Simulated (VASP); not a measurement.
# Si (Fd-3m) in VASP: notebook

The runs below take Si through relaxation of cell and atoms, single point, with PBEsol.

Everything below comes from runs of VASP 6.6.1. Logs are shortened: lines on timing, memory, paths and dates and some standing lists are left out, and cuts for length are marked.

## Step 1: The crystal as given

Symmetry: Fd-3m, No. 227, cubic system. Conventional cell: a = 5.427 Å, b = 5.427 Å, c = 5.427 Å, α = 90.00°, β = 90.00°, γ = 90.00°. Si (site symmetry -43m) has 4 Si at 2.35 Å as nearest neighbours.

## Step 2: Relaxation of cell and atoms, PBEsol

The input, INCAR:

```
SYSTEM = Si
PREC = Accurate
ENCUT = 600
EDIFF = 1E-7
ISMEAR = 0
SIGMA = 0.02
LREAL = .False.
LASPH = .True.
NELM = 60
ALGO = Normal
ISIF = 3
LWAVE = .False.
LCHARG = .False.
GGA = PS
IBRION = 2
NSW = 100
EDIFFG = -0.005
```

The input, KPOINTS:

```
regular mesh
0
Gamma
  12 12 12
  0 0 0
```

The input, POSCAR:

```
Si
1.0
    0.0000000000      2.7135600000      2.7135600000
    2.7135600000      0.0000000000      2.7135600000
    2.7135600000      2.7135600000      0.0000000000
Si
2
Direct
    0.7500000000      0.7500000000      0.7500000000
    0.5000000000      0.5000000000      0.5000000000
```

Potentials or basis: VASP PAW PBE potentials, release 64 (Si).

Command:

```
cat potpaw_PBE.64/Si/POTCAR > POTCAR
mpirun -np 1 vasp_std > vasp.out
```

OUTCAR:

```text
SYSTEM = Si
   PREC = Accurate
   ENCUT = 600
   EDIFF = 1E-7
   ISMEAR = 0
   LREAL = .False.
   LASPH = .True.
   NELM = 60
   ISIF = 3
   GGA = PS
   IBRION = 2
   NSW = 100
   EDIFFG = -0.005

 ion  position               nearest neighbor table
   1  0.750  0.750  0.750-   2 2.35   2 2.35   2 2.35   2 2.35
   2  0.500  0.500  0.500-   1 2.35   1 2.35   1 2.35   1 2.35

  LATTYP: Found a face centered cubic cell.
 ALAT       =     5.4271200000

  Lattice vectors:

 A1 = (   0.0000000000,   2.7135600000,   2.7135600000)
 A2 = (   2.7135600000,   0.0000000000,   2.7135600000)
 A3 = (   2.7135600000,   2.7135600000,   0.0000000000)

Analysis of symmetry for initial positions (statically):
=====================================================================
 Subroutine PRICEL returns:
 Original cell was already a primitive cell.

 Routine SETGRP: Setting up the symmetry group for a
 face centered cubic supercell.

 Subroutine GETGRP returns: Found 48 space group operations
 (whereof 24 operations were pure point group operations)
 out of a pool of 48 trial point group operations.

The static configuration has the point symmetry T_d .
 The point group associated with its full space group is O_h .

Analysis of symmetry for dynamics (positions and initial velocities):
=====================================================================
 Subroutine PRICEL returns:
 Original cell was already a primitive cell.

 Routine SETGRP: Setting up the symmetry group for a
 face centered cubic supercell.

 Subroutine GETGRP returns: Found 48 space group operations
 (whereof 24 operations were pure point group operations)
 out of a pool of 48 trial point group operations.

The dynamic configuration has the point symmetry T_d .
 The point group associated with its full space group is O_h .

 Subroutine INISYM returns: Found 48 space group operations
 (whereof 24 operations are pure point group operations),
 and found     1 'primitive' translations

----------------------------------------------------------------------------------------

                                     Primitive cell

  volume of cell :      39.9621

  direct lattice vectors                    reciprocal lattice vectors
     0.000000000  2.713560000  2.713560000    -0.184259792  0.184259792  0.184259792
     2.713560000  0.000000000  2.713560000     0.184259792 -0.184259792  0.184259792
     2.713560000  2.713560000  0.000000000     0.184259792  0.184259792 -0.184259792

  length of vectors
     3.837553354  3.837553354  3.837553354     0.319147321  0.319147321  0.319147321

  position of ions in fractional coordinates (direct lattice)
     0.750000000  0.750000000  0.750000000
     0.500000000  0.500000000  0.500000000

  ion indices of the primitive-cell ions
   primitive index   ion index
                 1           1
                 2           2

----------------------------------------------------------------------------------------

 KPOINTS: regular mesh

Automatic generation of k-mesh.
 Grid dimensions read from file:
 generate k-points for:   12   12   12

 Generating k-lattice:

  Cartesian coordinates                     Fractional coordinates (reciprocal lattice)
    -0.015354983  0.015354983  0.015354983     0.083333333  0.000000000  0.000000000
     0.015354983 -0.015354983  0.015354983     0.000000000  0.083333333  0.000000000
     0.015354983  0.015354983 -0.015354983     0.000000000  0.000000000  0.083333333

  Length of vectors
     0.026595610  0.026595610  0.026595610

  Shift w.r.t. Gamma in fractional coordinates (k-lattice)
     0.000000000  0.000000000  0.000000000

 Subroutine IBZKPT returns following result:
 ===========================================

 Found     72 irreducible k-points:

 Following reciprocal coordinates:
            Coordinates               Weight
  0.000000  0.000000  0.000000      1.000000
  0.083333  0.000000  0.000000      8.000000
  0.166667  0.000000  0.000000      8.000000
  0.250000  0.000000  0.000000      8.000000
  0.333333  0.000000  0.000000      8.000000
  0.416667  0.000000  0.000000      8.000000
[... 16 lines left out ...]
  0.500000  0.166667  0.000000     24.000000
 -0.416667  0.166667  0.000000     24.000000
 [... further k-points ...]
   k-points           NKPTS =     72   k-points in BZ     NKDIM =     72   number of bands    NBANDS=      8
   number of dos      NEDOS =    301   number of ions     NIONS =      2
   total plane-waves  NPLWV =  32768
   dimension x,y,z NGX =    32 NGY =   32 NGZ =   32
   dimension x,y,z NGXF=    64 NGYF=   64 NGZF=   64
   ions per type =               2
   NGX,Y,Z   is equivalent  to a cutoff of  13.86, 13.86, 13.86 a.u.
   NGXF,Y,Z  is equivalent  to a cutoff of  27.73, 27.73, 27.73 a.u.
 SYSTEM =  Si
   PREC   = accura    normal or accurate (medium, high low for compatibility)
   ISTART =      0    job   : 0-new  1-cont  2-samecut
   ICHARG =      2    charge: 1-file 2-atom 10-const
   ISPIN  =      1    spin polarized calculation?
   LNONCOLLINEAR =      F non collinear calculations
   LSORBIT =      F    spin-orbit coupling
   LASPH  =      T    aspherical Exc in radial PAW
   ENCUT  =  600.0 eV  44.10 Ry    6.64 a.u.   7.66  7.66  7.66*2*pi/ulx,y,z
   NELM   =     60;   NELMIN=  2; NELMDL= -5     # of ELM steps
   EDIFF  = 0.1E-06   stopping-criterion for ELM
   LREAL  =      F    real-space projection
   EDIFFG = -.5E-02   stopping-criterion for IOM
   NSW    =    100    number of steps for IOM
   IBRION =      2    ionic relax: 0-MD 1-quasi-New 2-CG
   NFREE  =      1    steps in history (QN), initial steepest desc. (CG)
   ISIF   =      3    stress and relaxation
   ISYM   =      2    0-nonsym 1-usesym 2-fastsym
   POTIM  = 0.5000    time-step for ionic-motion
   TEBEG  =    0.0;   TEEND  =   0.0 temperature during run
   PSTRESS=    0.0 pullay stress
   NELECT =       8.0000    total number of electrons
   NUPDOWN=      -1.0000    fix difference up-down
   EMIN   =  10.00;   EMAX   =-10.00  energy-range for DOS
   EFERMI =   0.00;   METHOD = LEGACY
   ISMEAR =     0;   SIGMA  =   0.02  broadening in eV -4-tet -1-fermi 0-gaus
   EFERMI_NEDOS =   21; number of points for ismear=-14 and -15
   IALGO  =     38    algorithm
   IMIX   =      4    mixing-type and parameters
     AMIX     =   0.40;   BMIX     =  1.00
     AMIX_MAG =   1.60;   BMIX_MAG =  1.00
  volume/ion in A,a.u.               =      19.98       134.84
  Fermi-wavevector in a.u.,A,eV,Ry     =   0.957684  1.809760 12.478691  0.917158
  Thomas-Fermi vector in A             =   2.086724
   LORBIT       =      0    0 simple, 1 ext, 2 COOP (PROOUT), +10 PAW based schemes
   GGA     = PS    functional components
   LHFCALC =     F    Hartree Fock is set to
   AEXX    =    0.0000 exact exchange contribution
   IVDW    =     0    specifies the selected vdW correction
   LEPSILON=     F    determine dielectric tensor
   LRPA    =     F    only Hartree local field effects (RPA)
 conjugate gradient relaxation of ions
 non-spin polarized calculation
 Gauss-broadening in eV      SIGMA  =   0.02
  energy-cutoff  :      600.00
  volume of cell :       39.96
 maximum number of plane-waves:      1363
   NGX = 15   NGY = 15   NGZ = 15

--------------------------------------- Ionic step        1  -------------------------------------------

 number of electron       7.9999999 magnetization

 Free energy of the ion-electron system (eV)
  ---------------------------------------------------
  ext. energy  EPLUGINS =         0.00000000
  ---------------------------------------------------
  free energy    TOTEN  =       -11.49294208 eV

  energy without entropy =      -11.49294208  energy(sigma->0) =      -11.49294208

------------------------ aborting loop because EDIFF is reached ----------------------------------------

  FORCE on cell =-STRESS in cart. coord.  units (eV):
  Direction    XX          YY          ZZ          XY          YZ          ZX
  --------------------------------------------------------------------------------------
  -------------------------------------------------------------------------------------
  Total        0.1129687      0.1129687      0.1129687      0.0000000      0.0000000      0.0000000
  in kB        4.5291875      4.5291875      4.5291875      0.0000000      0.0000000      0.0000000
  external PRESSURE =       4.5291875 kB  Pullay stress =       0.0000000 kB
[... 57 lines left out ...]
  energy  without entropy=      -11.4930711676  energy(sigma->0) =      -11.49307117

--------------------------------------- Ionic step        3  -------------------------------------------

 number of electron       7.9999999 magnetization

 Free energy of the ion-electron system (eV)
  ---------------------------------------------------
  ext. energy  EPLUGINS =         0.00000000
  ---------------------------------------------------
  free energy    TOTEN  =       -11.49320781 eV

  energy without entropy =      -11.49320781  energy(sigma->0) =      -11.49320781

 E-fermi :   5.8511     XC(G=0):  -9.5430

 val. band max:        5.7619930303   @ k =   0.0000   0.0000   0.0000
 cond. band min:       6.2234775844   @ k =   0.4167   0.4167   0.0000
 fundamental gap:      0.4614845541
 Fermi energy:         5.8511241739

 k-point     1 :       0.0000    0.0000    0.0000
  band No.  band energies     occupation
      1      -6.2093      2.00000
      2       5.7620      2.00000
      3       5.7620      2.00000
      4       5.7620      2.00000
      5       8.2783      0.00000
      6       8.2783      0.00000
      7       8.2783      0.00000
      8       9.0549      0.00000
[... 243 lines left out ...]
 k-point    24 :      -0.4167    0.1667    0.0000
  band No.  band energies     occupation
      1      -3.5933      2.00000
      2      -1.0283      2.00000
      3       2.7437      2.00000
      4       4.1625      2.00000
      5       7.8610      0.00000
      6       9.7537      0.00000
      7      10.0967      0.00000
      8      13.6452      0.00000

 [... further k-points ...]
[... 5 lines left out ...]
  --------------------------------------------------------------------------------------
  -------------------------------------------------------------------------------------
  Total        0.0012340      0.0012340      0.0012340      0.0000000      0.0000000     -0.0000000
  in kB        0.0492389      0.0492389      0.0492389      0.0000000      0.0000000     -0.0000000
  external PRESSURE =       0.0492389 kB  Pullay stress =       0.0000000 kB
[... 17 lines left out ...]
  FREE ENERGIE OF THE ION-ELECTRON SYSTEM (eV)
  ---------------------------------------------------
  free  energy   TOTEN  =       -11.4932078096 eV

  energy  without entropy=      -11.4932078096  energy(sigma->0) =      -11.49320781

 reached required accuracy - stopping structural energy minimisation
```

Run time: 19 s. Hardware: 1 thread of Intel Xeon 6975P-C (Granite Rapids), shared host; peak memory 0.17 GiB.

Results:

| Property | Result |
| --- | --- |
| Free energy | -11.4932 eV |
| Relaxed volume | 20.08 Å³/atom |
| Relaxed cell | a = 3.844 Å, b = 3.844 Å, c = 3.844 Å, α = 60.00°, β = 60.00°, γ = 60.00° |
| Space group after relaxing (to 0.05 Å) | Fd-3m (No. 227) |
| Energy gained by relaxing | 0.1 meV/atom |
| Ionic steps | 3 |
| Pressure after relaxing | 0.0 GPa |
| Band gap on the k mesh | 0.46 eV, indirect (least direct gap 2.52 eV) |

The path:
```csv
step,energy change (eV),largest force (eV/Å),pressure (GPa),volume (Å³)
1,0.0000,0.0000,0.45,39.96
2,-0.0001,0.0000,-0.31,40.29
3,-0.0003,0.0000,0.00,40.15
```

Final structure:
```yaml
crystal:
  lattice:
    - [0.00000, 2.71784, 2.71784]
    - [2.71784, 0.00000, 2.71784]
    - [2.71784, 2.71784, 0.00000]
  atoms:
    - { symbol: Si, position: [0.75000, 0.75000, 0.75000] }
    - { symbol: Si, position: [0.50000, 0.50000, 0.50000] }
```

Caveat: the PAW data sets were made with another functional, which shifts forces and pressure a little.

(Continued in part 2 of 2.)
